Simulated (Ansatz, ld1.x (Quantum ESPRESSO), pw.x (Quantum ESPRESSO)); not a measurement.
## mercury (Hg): one change to the TM potential, in the atom and in the fcc crystal

```
Element                 : Hg
Generator               : ld1.x (Quantum ESPRESSO) 7.5
Type                    : norm-conserving Troullier–Martins (Kleinman–Bylander form)
Functional              : LDA (PW92)
Relativity              : scalar-relativistic
Frozen core             : [Xe] 4f14
Valence charge          : 12
Reference configuration : 5d10 6s2 6p0
Partial waves           : 6p (bound, empty): rc 2.70 bohr; 5d (bound): rc 1.45 bohr; 6s (bound): rc 2.35 bohr
Local potential         : the s channel
Core correction         : none
```

Change: core [Xe] 4f14 5d10, valence charge 2; reference 6s2 6p0; waves now 6p (bound): rc 3.10 bohr; 6s (bound): rc 2.30 bohr; core correction Bessel-smoothed model core inside 2.25 bohr.

Cutoffs, loose and tight: the cutoffs (Ry, on a coarse ladder) from which the occupation-weighted sum of valence levels, in a spherical-Bessel basis at the reference potential, stays within 10 and 1 mRy of its value at 400 Ry. They do not see the model core or the augmentation charge, which bear on the density cutoff. Test errors are all-electron minus pseudo excitation energies from the reference, over the configurations 5d10 6s1 6p0; 5d10 6s0 6p0; 5d9 6s0 6p0; 5d10 6s1 6p1; 5d9 6s2 6p0; 5d8 6s0 6p0; 5d10 6s0 6p1 (two spin-polarised tests are not counted in the largest error); variants that change the core or the reference have their own tests.

Crystal test: fcc Hg in pw.x 7.5, no spin, 13³ k-points, Fermi–Dirac smearing 0.01 Ry, cutoffs set for each file from its atomic test. The reference is all-electron LAPW (Ansatz 0.2.0) with the same functional, mesh and smearing; V0 and B0 come from Birch–Murnaghan fits to the pressures at five volumes. Errors are pseudo minus all-electron; Δ is the rms difference of the E(V) curves that follow from these fits, minima aligned, over ±6 % about the mean V0. Mesh and smearing are coarse, so the numbers serve the comparison and aren't converged zero-temperature values; the lattice is a test structure that the element need not adopt.

All-electron: a0 = 4.446 Å (V0 = 21.97 Å³/atom), B0 = 52.0 GPa.

Does the change bring the crystal closer to the all-electron result?

The mean pressure error goes from +1.17 to -38.15 GPa, so the change moves the solid further from the all-electron pressures.

```csv
quantity,base,changed
outcome (atom),generated,generated
"cutoff, loose (atom)",50 Ry,18 Ry
"cutoff, tight (atom)",90 Ry,25 Ry
bound ghosts (atom),none,none
largest test error (meV) (atom),-300,-489
cutoffs in pw.x (Ry),110/440,50/200
a0 (Å),4.479,–
a0 error (%),+0.74,–
B0 error (%),-7.5,–
Δ (meV/atom),5.4,–
mean pressure error (GPa),+1.17,-38.15
```

A dash: not determined, or the minimum lies outside the volumes sampled.

Base: This is a poor potential for the solid. Changed file: The largest radius (3.10 bohr) exceeds half the bond length (2.97 bohr), so the spheres overlap, which is one possible source of error among others. This is a poor potential for the solid. The pseudo pressure rises with volume over the whole range, a mechanical instability. The atomic cutoffs weigh occupied waves only.
